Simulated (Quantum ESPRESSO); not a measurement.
Write the native input for Quantum ESPRESSO 7.5 that does the following.

* Task: single point
* Functional: PBE
* Potentials or basis: SSSP 1.3 efficiency PBE
* Cutoff: 748 eV
* Density cutoff: 5987 eV
* k mesh: 9 × 9 × 9
* Occupations: fermi-dirac, width 0.05 eV
* Spin: collinear spin, ferromagnetic start
* Starting moments: [3.0] μB
* Mixing beta: 0.3
* Most SCF iterations: 120
* SCF threshold: 2e-10 Ry

Nd:

```
CELL_PARAMETERS angstrom
0.00000 2.60492 2.60492
2.60492 0.00000 2.60492
2.60492 2.60492 0.00000
ATOMIC_POSITIONS crystal
Nd 0.00000 0.00000 0.00000
```

This isn't the form of Nd at room conditions, which is double hcp.

One way to write it, as run:

pw.in

```
&CONTROL
  calculation = 'scf'
  prefix = 'pwscf'
  outdir = './tmp'
  pseudo_dir = './pseudo'
  tprnfor = .true.
  tstress = .true.
  disk_io = 'nowf'
/
&SYSTEM
  ibrav = 0
  nat = 1
  ntyp = 1
  ecutwfc = 55
  ecutrho = 440
  nbnd = 16
  occupations = 'smearing'
  smearing = 'fd'
  degauss = 0.00367493
  nspin = 2
  starting_magnetization(1) = 0.2143
/
&ELECTRONS
  conv_thr = 2d-10
  electron_maxstep = 120
  mixing_beta = 0.3
/
ATOMIC_SPECIES
Nd   144.2420 Nd.paw.z_14.atompaw.wentzcovitch.v1.2.upf
CELL_PARAMETERS angstrom
   0.0000000000    2.6049204508    2.6049204508
   2.6049204508    0.0000000000    2.6049204508
   2.6049204508    2.6049204508    0.0000000000
ATOMIC_POSITIONS crystal
Nd     0.0000000000    0.0000000000    0.0000000000
K_POINTS automatic
9 9 9 0 0 0
```

Potentials or basis: SSSP 1.3 efficiency PBE.

Launch:

```bash
$ OMP_NUM_THREADS=1 pw.x -in pw.in > pw.out
```

Results of the run:

```
Pressure                                              : -1.4 GPa
Band gap on the k mesh                                : none (metal or under the smearing width)
Net moment                                            : 4.05 μB per cell
Absolute moment                                       : 4.05 μB per cell
Site moments                                          : Nd +3.74 μB
Valence electrons inside the program's atomic spheres : Nd 12.59
```

Caveat: the magnetic or orbital state may not be the lowest; spin-orbit coupling is left out, which moves the levels of the heavy elements.

Run time: 3.3 min on 1 thread of Intel(R) Xeon(R) Platinum 8375C CPU @ 2.90GHz (Ice Lake), with other jobs on the host, peak memory 0.44 GiB.
